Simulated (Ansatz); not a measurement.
# Cd: the cost of one run

Program: Ansatz 0.2.0. Level of theory: DFT PBE, scalar-relativistic, plane waves, PAW. These are calculated values, not measurements.

**1. The system as given**

It takes space group P6_3/mmc (No. 194, hexagonal). The conventional cell has a = 3.462 Å, b = 3.462 Å, c = 5.488 Å, α = 90.00°, β = 90.00°, γ = 120.00°. Around Hg (site symmetry -6m2) lie 12 Hg at 3.39 to 3.46 Å.

As a file:

```
CELL_PARAMETERS angstrom
3.46181 0.00000 0.00000
-1.73090 2.99802 0.00000
0.00000 0.00000 5.48755
ATOMIC_POSITIONS crystal
Hg 0.66667 0.33333 0.75000
Hg 0.33333 0.66667 0.25000
```

The structure comes from the Materials Project (structure only).

**2. Substitution of an element, cell strained: Hg → Cd, first probe**

The change: Cd takes all sites of Hg, and lengths are scaled by 1.055 as a first guess of the size; strain xx, yy, zz, yz, xz, xy = +0.4, +0.4, -1.1, +0.0, +0.0, +0.0 %.

The input, input.yaml:

```yaml
crystal:
  lattice:
    - [3.6648000849, 0.0, 0.0]
    - [-1.8324000424, 3.1738099733, 0.0]
    - [0.0, 0.0, 5.7225191109]
  atoms:
    - { symbol: Cd, position: [0.66666667, 0.33333333, 0.75] }
    - { symbol: Cd, position: [0.33333333, 0.66666667, 0.25] }
basis:
  ecutwfc: 420
kpoints:
  mp_grid: { grid: [6, 6, 4] }
hamiltonian:
  xc: pbe
scf:
  occupations: { method: gaussian, width: 0.1 }
output:
  forces: true
  stress: true
  eigenvalues: true
```

Launch:

```
$ ansatz run input.yaml --threads 1 --pin off --max-ram 1331MiB --backend cpu --events-out ev --progress --plain --runs-dir out
```

What time and memory should one allow on 1 thread of an x86-64 CPU, shared host?

About 3.3 s, with a peak of 0.33 GiB.
